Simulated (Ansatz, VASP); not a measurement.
## One calculation of Pd, two programs

INCAR

```
ALGO = Normal
EDIFF = 1E-6
EDIFFG = -0.04
ENCUT = 600
GGA = PE
IBRION = 2
ISIF = 3
ISMEAR = 0
LASPH = True
LCHARG = False
LREAL = False
LWAVE = False
NELM = 100
NSW = 90
PREC = Accurate
SIGMA = 0.1
```

The input KPOINTS:

```
k-points
0
Gamma
  6 6 6
```

The input POSCAR:

```
Pd
1.0
    0.0000000000      2.5031675791      3.9727266622
    1.7558576501      0.0000000000      3.9727266622
    1.7558576501      2.5031675791      0.0000000000
Pd
2
Direct
    0.0871000000      0.0871000000      0.9129000000
    0.9129000000      0.9129000000      0.0871000000
```

Input for Ansatz:

```yaml
crystal:
  lattice:
    - [0.0, 2.5031675791, 3.9727266622]
    - [1.7558576501, 0.0, 3.9727266622]
    - [1.7558576501, 2.5031675791, 0.0]
  atoms:
    - { symbol: Pd, position: [0.0871, 0.0871, 0.9129] }
    - { symbol: Pd, position: [0.9129, 0.9129, 0.0871] }
basis:
  ecutwfc: 420
kpoints:
  mp_grid: { grid: [6, 6, 6] }
hamiltonian:
  xc: pbe
scf:
  occupations: { method: gaussian, width: 0.1 }
  lower_state_search: "off"
output:
  forces: true
  stress: true
  eigenvalues: true
relax:
  adjacent_minimum: "off"
  f_tol: 0.04
  max_steps: 70
  cell: { stress_tol: 0.4 }
```

Alike in both runs: task relaxation of cell and atoms; functional PBE; k mesh 6 × 6 × 6; occupations gaussian, width 0.1 eV; no spin polarisation.

|  | VASP | Ansatz |
| --- | --- | --- |
| version | VASP 6.6.1 | Ansatz 0.2.0 |
| potentials or method | VASP PAW PBE potentials, release 64 (Pd) | scalar-relativistic, plane waves, PAW |
| plane-wave cutoff (eV) | 600 | 420 |
| valence electrons in the cell | 20 | 36 |

Ansatz gave:

| Quantity | Value |
| --- | --- |
| gap on the k mesh at the Fermi level, each at its own relaxed structure (eV) | none |
| relaxed volume (Å³/atom) | 16.02 |
| relaxed cell length with the largest relative difference (Å) | 5.494 |
| energy change over the relaxation (meV/atom) | -21329 |

Problem. Estimate VASP's values.

Solution. gap on the k mesh at the Fermi level, each at its own relaxed structure (eV): none; relaxed volume (Å³/atom): 15.93; relaxed cell length with the largest relative difference (Å): 5.471; energy change over the relaxation (meV/atom): -8846.

A gap of «none» marks a metal or a gap that the smearing closes. One of these differences is far larger than is usual between the two programs; its cause wasn't traced. The two sets of potentials don't hold the same shells in valence.

Caveats: the k mesh is coarse (spacing up to 0.39 Å⁻¹), so the values aren't converged.
